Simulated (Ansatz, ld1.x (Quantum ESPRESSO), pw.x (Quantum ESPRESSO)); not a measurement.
# From atom to crystal: ultrasoft potential for Cr

ld1.x (Quantum ESPRESSO) 7.5 input, shortened:

```
&input
   title='Cr', zed=24., rel=1, dft='PBESOL', iswitch=3,
   config='[Ar] 3d4 4s0 4p0'
 /
 &inputp
   pseudotype=3, tm=.true., lloc=-1, rcloc=1.85,
   nlcc=.false.,
   which_augfun='PSQ', rmatch_augfun_nc=.true.
 /
6
3S  1  0   2.00   0.00  1.25  1.30  0.0
4S  2  0   0.00   0.00  1.25  1.30  0.0
3P  2  1   6.00   0.00  1.30  1.65  0.0
4P  3  1   0.00   0.00  1.30  1.65  0.0
3D  3  2   4.00   0.00  1.65  1.85  0.0
3D  3  2   0.00  -1.35  1.65  1.85  0.0
 &test
   configts(1)='3s2 3p6 3d4 4s0 4p0'
 /
```

Crystal test: fcc Cr in pw.x 7.5, no spin, 16³ k-points, Fermi–Dirac smearing 0.01 Ry, cutoffs 75/600 Ry. The lattice is a test structure that the element need not adopt, and mesh and smearing are coarse. Spin polarisation and strong correlation are left out, which matters for this element.

pw.x input:

```
&control
  calculation='scf', prefix='x', pseudo_dir='./', outdir='./tmp', tstress=.true., disk_io='none'
/
&system
  ibrav=0, nat=1, ntyp=1, ecutwfc=75, ecutrho=600, nbnd=15,
  occupations='smearing', smearing='fd', degauss=0.01
/
&electrons
  conv_thr=1e-09, mixing_beta=0.4, electron_maxstep=70
/
ATOMIC_SPECIES
Cr 1.0 Cr.UPF
CELL_PARAMETERS angstrom
  0.00000000 1.79256190 1.79256190
  1.79256190 0.00000000 1.79256190
  1.79256190 1.79256190 0.00000000
ATOMIC_POSITIONS crystal
Cr 0.0000 0.0000 0.0000
K_POINTS automatic
16 16 16 0 0 0
```

```bash
pw.x < Cr.scf.in > Cr.scf.out
```

Q: How does the run end?

A: It converges; the pressure is 6.62 GPa against -0.63 GPa from all-electron LAPW. This is a poor potential for the solid. Atomic configuration tests: 1 of 7 tests not solved or not reliable. The log shows:

```
     negative rho (up, down):  2.619E-01 0.000E+00
     total energy              =    -148.38606937 Ry
     estimated scf accuracy    <      59.11219533 Ry
     iteration #  2     ecut=    75.00 Ry     beta= 0.40
     negative rho (up, down):  1.648E-02 0.000E+00
     total energy              =    -174.23677486 Ry
     estimated scf accuracy    <      20.47540563 Ry
     iteration #  3     ecut=    75.00 Ry     beta= 0.40
     negative rho (up, down):  9.979E-03 0.000E+00
     total energy              =    -175.03828079 Ry
     estimated scf accuracy    <       4.79899329 Ry
     iteration #  4     ecut=    75.00 Ry     beta= 0.40
     negative rho (up, down):  9.347E-05 0.000E+00
     total energy              =    -174.97024705 Ry
     estimated scf accuracy    <       4.03704337 Ry
     [... 18 iterations left out ...]
     iteration # 23     ecut=    75.00 Ry     beta= 0.40
     total energy              =    -173.78094594 Ry
     estimated scf accuracy    <       0.00000089 Ry
     iteration # 24     ecut=    75.00 Ry     beta= 0.40
     total energy              =    -173.78094745 Ry
     estimated scf accuracy    <       0.00000003 Ry
     iteration # 25     ecut=    75.00 Ry     beta= 0.40
     total energy              =    -173.78094747 Ry
     estimated scf accuracy    <       0.00000006 Ry
     iteration # 26     ecut=    75.00 Ry     beta= 0.40
     the Fermi energy is    19.2360 ev
!    total energy              =    -173.78094747 Ry
     estimated scf accuracy    <          5.0E-10 Ry
     smearing contrib. (-TS)   =      -0.00753355 Ry
     The total energy is F=E-TS. E is the sum of the following terms:
     one-electron contribution =     -58.28913950 Ry
     hartree contribution      =      36.84108493 Ry
     xc contribution           =     -19.68389050 Ry
     ewald contribution        =    -132.64146885 Ry
     convergence has been achieved in  26 iterations
          total   stress  (Ry/bohr**3)                   (kbar)     P=       66.20
     Message from routine punch:
     Nothing written, as per user request (disk_io='none')
```
